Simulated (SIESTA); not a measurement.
Te2Mo under changes of volume

One of the cells (133.495 Å³/atom); the others are scaled copies at fixed shape and fractional positions:

```
Te Mo
1.0
     6.36161    0.00000    0.00000
     0.00000    3.48040    0.00000
    -0.08574    0.00000   36.17589
Te Mo
4 2
Cartesian
  2.6844 2.6103 19.5604
  3.5915 0.8701 16.6155
  5.8104 0.8701 20.1329
  0.4655 2.6103 16.0430
  1.1110 0.8701 17.9963
  5.1649 2.6103 18.1796
```

* Program: SIESTA 5.4.2
* Functional: LDA
* Potentials or basis: PseudoDojo 0.4 standard (LDA files)
* Basis: DZP (energy shift 0.003 Ry; two zetas on semicore shells)
* Grid cutoff: 800 Ry
* Energy shift: 0.003 Ry
* k mesh: 3 × 6 × 1
* Occupations: fermi-dirac, width 0.05 eV
* Spin: no spin polarisation

```tsv
volume (Å³/atom)	energy over the lowest point (meV/atom)	largest force (eV/Å)
125.485	15.30	1.326
128.155	3.66	0.896
130.825	0.00	0.499
133.495	3.37	0.136
136.165	13.11	0.258
138.835	?	?
141.505	48.70	0.786
```

Problem. What does the run at 138.835 Å³/atom give?

Solution. Energy over the lowest point 28.41 meV/atom; largest force 0.503 eV/Å.

Worked out: A Birch-Murnaghan fit of order 3 (a polynomial in V^(-2/3)) to the other rows has its minimum at 130.82 Å³/atom with B0 = V·E''(V) = 21 GPa and B' = 4.7 at fixed shape and positions, which overstates the stiffness. It gives 28.41 meV/atom at 138.835 Å³/atom, against the run's 28.41.

Energies are extrapolated to zero smearing.

Caveats: the basis of atomic orbitals isn't converged, which shifts pressures, moduli and gaps.
